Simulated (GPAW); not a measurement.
Runs of GPAW 26.7.0 on Bi. It takes space group R-3m (No. 166, trigonal). The conventional cell has a = 4.535 Å, b = 4.535 Å, c = 11.814 Å, α = 90.00°, β = 90.00°, γ = 120.00°. Around Bi (site symmetry 3m) lie 6 Bi at 3.06 to 3.52 Å. 

```csv
task,level,potentials or basis,band path,band points,pressure (GPa),V0 of scaled cells (Å³/atom),B0 (GPa),largest force (eV/Å)
equation of state,PBEsol,"PAW data sets generated in the run's folder for this functional, pw",-,-,-,34.81,(c),-
equation of state,LDA,"the program's PAW data sets (release 1.2.1) made for this functional, pw",-,-,-,(a),53,-
band structure,PBEsol,"PAW data sets generated in the run's folder for this functional, pw","GLB1,BZGX,QFP1Z,LP",60,-0.4,-,-,(b)
band structure,LDA,"the program's PAW data sets (release 1.2.1) made for this functional, pw","GLB1,BZGX,QFP1Z,LP",60,-1.6,-,-,0.05
```

Alike in all rows: no spin polarisation; cell as given; k mesh 6 × 6 × 6; cutoff (eV) 600; smearing fermi-dirac 0.05 eV.

Estimate the missing entries.

(a) 33.94; (b) 0.04; (c) 50.

Caveats: the cell was scaled at fixed shape and fractional positions, which overstates the stiffness of a crystal with free parameters, most of all of layers and chains (some runs).

Runs at the PBE level aren't shown here.
